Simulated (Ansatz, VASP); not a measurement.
## BaTiO3: VASP beside Ansatz

```
Ba Ti O
1.0
     4.00730    0.00000    0.00000
     0.00000    4.00730    0.00000
     0.00000    0.00000    8.01460
Ba Ti O
2 2 6
Direct
  0.57741 0.59500 0.23992
  0.51332 0.45608 0.76365
  0.03541 0.99821 0.01324
  0.94999 0.97117 0.51853
  0.56907 0.92563 0.97977
  0.42933 0.96655 0.50053
  0.96890 0.59557 0.98415
  0.95413 0.46286 0.52367
  0.96185 0.01025 0.22399
  0.04058 0.01868 0.75255
```

Alike in both runs: task single point; functional PBE; k mesh 3 × 3 × 2; occupations fermi-dirac, width 0.05 eV; no spin polarisation.

|  | VASP | Ansatz |
| --- | --- | --- |
| version | VASP 6.6.1 | Ansatz 0.2.0 |
| potentials or method | VASP PAW PBE potentials, release 64 (Ba_sv, Ti_sv, O) | Ansatz PAW |
| plane-wave cutoff (eV) | 520 | 420 |
| valence electrons in the cell | 80 | 80 |

VASP gave:

| Property | Result |
| --- | --- |
| gap on the k mesh at the Fermi level (eV) | 1.47 |
| least direct gap on the mesh (eV) | 1.47 |
| pressure (GPa) | 20.9 |
| largest component of the traceless stress (GPa) | 4.01 |
| rms of the force components (eV/Å) | 2.649 |

Problem. What did Ansatz give for the same quantities?

Solution. gap on the k mesh at the Fermi level (eV): 1.49; least direct gap on the mesh (eV): 1.49; pressure (GPa): 18.3; largest component of the traceless stress (GPa): 3.83; rms of the force components (eV/Å): 2.538.

Atom by atom the forces differ by 0.176 eV/Å (rms over components).

Caveats: the k mesh is coarse (spacing up to 0.52 Å⁻¹), so the values aren't converged; so large a pressure means that the cell lies far from this level's equilibrium, or that cutoff or potentials fall short; spin-orbit coupling is left out, which moves the levels of the heavy elements; forces of over 1 eV/Å show positions far from the minimum, so gaps and moduli don't describe the material at rest; an odd mesh through Γ misses points on the zone boundary, where band edges often lie (VASP); odd divisions of the mesh miss points on the zone boundary, where band edges often lie, so the gap on the mesh can be too wide (Ansatz); the pressure holds a Pulay correction of +0.5 GPa for the finite cutoff (Ansatz).
